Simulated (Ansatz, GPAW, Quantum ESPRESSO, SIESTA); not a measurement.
# Cost and result for the band gap of CdGeAs2

```yaml
crystal:
  lattice:
    - [-2.98887, 2.98887, 5.66430]
    - [2.98887, -2.98887, 5.66430]
    - [2.98887, 2.98887, -5.66430]
  atoms:
    - { symbol: Cd, position: [0.50000, 0.50000, 0.00000] }
    - { symbol: Cd, position: [0.25000, 0.75000, 0.50000] }
    - { symbol: As, position: [0.09622, 0.12500, 0.47122] }
    - { symbol: As, position: [0.37500, 0.90378, 0.02878] }
    - { symbol: As, position: [0.65378, 0.62500, 0.52878] }
    - { symbol: As, position: [0.87500, 0.34622, 0.97122] }
    - { symbol: Ge, position: [0.75000, 0.25000, 0.50000] }
    - { symbol: Ge, position: [0.00000, 0.00000, 0.00000] }
```

```tsv
rung	level	program and potentials	cutoff (eV)	k mesh	smearing	task	core time	chip	band gap (eV)	miss (eV)	notes
GGA	PBE	GPAW, GPAW PAW data sets (gpaw-data 1.2.1)	600	6 × 6 × 6	fermi-dirac 0.05	single point	3 min	Intel Xeon Platinum 8488C Sapphire Rapids	0.19	-0.38	6.5 valence electrons an atom on average
GGA	PBE	SIESTA, files PseudoDojo sr-pbe-0.4.1-standard, DZP (energy shift 0.003 Ry; two zetas on semicore shells)	-	6 × 6 × 6	fermi-dirac 0.05	band structure	3.1 min	Intel Xeon Platinum 8488C Sapphire Rapids	0.04	-0.53	atomic basis; 16 valence electrons an atom on average; from the band path
LDA	LDA	GPAW, the program's PAW data sets (release 1.2.1) made for this functional	600	4 × 4 × 4	fermi-dirac 0.05	band structure	7.7 min	Intel Xeon Platinum 8488C Sapphire Rapids	0.04	-0.53	6.5 valence electrons an atom on average; from the band path
GGA	PBE	Ansatz, all-electron LAPW, scalar-relativistic	-	6 × 6 × 6	fermi-dirac 0.05	band structure	15 min	AMD EPYC 7R43 Zen 3	0.03	-0.54	from the band path
LDA	LDA	Ansatz, all-electron LAPW, scalar-relativistic	-	6 × 6 × 6	fermi-dirac 0.05	band structure	15 min	AMD EPYC 7R43 Zen 3	0.03	-0.54	from the band path
GGA	PBEsol	Ansatz, all-electron LAPW, scalar-relativistic	-	6 × 6 × 6	fermi-dirac 0.05	band structure	15 min	AMD EPYC 7R43 Zen 3	0.03	-0.54	from the band path
GGA	PBEsol	Quantum ESPRESSO, GBRV 1.5 PBEsol	612	6 × 6 × 6	fermi-dirac 0.05	band structure	22 min	Arm Neoverse V2	0.07	-0.50	9 valence electrons an atom on average; from the band path
GGA	PBE	Quantum ESPRESSO, SSSP 1.3 efficiency PBE	816	6 × 6 × 6	fermi-dirac 0.05	single point	23 min	Intel Xeon Skylake/Cascade Lake	0.19	-0.38	9 valence electrons an atom on average
LDA	LDA	Quantum ESPRESSO, GBRV 1.5 LDA	612	6 × 6 × 6	fermi-dirac 0.05	band structure	57 min	Intel Xeon Skylake/Cascade Lake	0.07	-0.50	9 valence electrons an atom on average; from the band path
```

Times are single runs on shared hosts and different chips, so they are rough; meshes, cutoffs and the tasks' sizes weigh on the time. All rows: no spin polarisation. Gaps are the least found on the k mesh or the band path, and a mesh can miss the band edges. Smearing widths are in eV. Meshes differ between rows, which moves values too. All levels ran on this one cell, unrelaxed unless noted. Meshes are those of the run's cell of 8 atoms unless a note names another. Misses use the values as printed. Runs on faulty files, with rough fits or with known faults for this quantity aren't shown. No row holds spin-orbit coupling.

By rung: LDA 0.03 to 0.07; GGA 0.03 to 0.19; GGA in atomic bases 0.04 (eV). Measured: 0.57 eV at 300 K (a printed reference work). Closest, coarse meshes and atomic bases left aside, is PBE with GPAW, GPAW PAW data sets (gpaw-data 1.2.1) (-0.38 eV), and PBE misses by -0.54 eV on plain settings. LDA and GGA gaps fall short mostly because these functionals lack the derivative discontinuity; the runs are for a static lattice, while measurements hold temperature and zero-point motion; rows without SOC leave out spin-orbit coupling, which moves the band edges where heavy atoms are present.
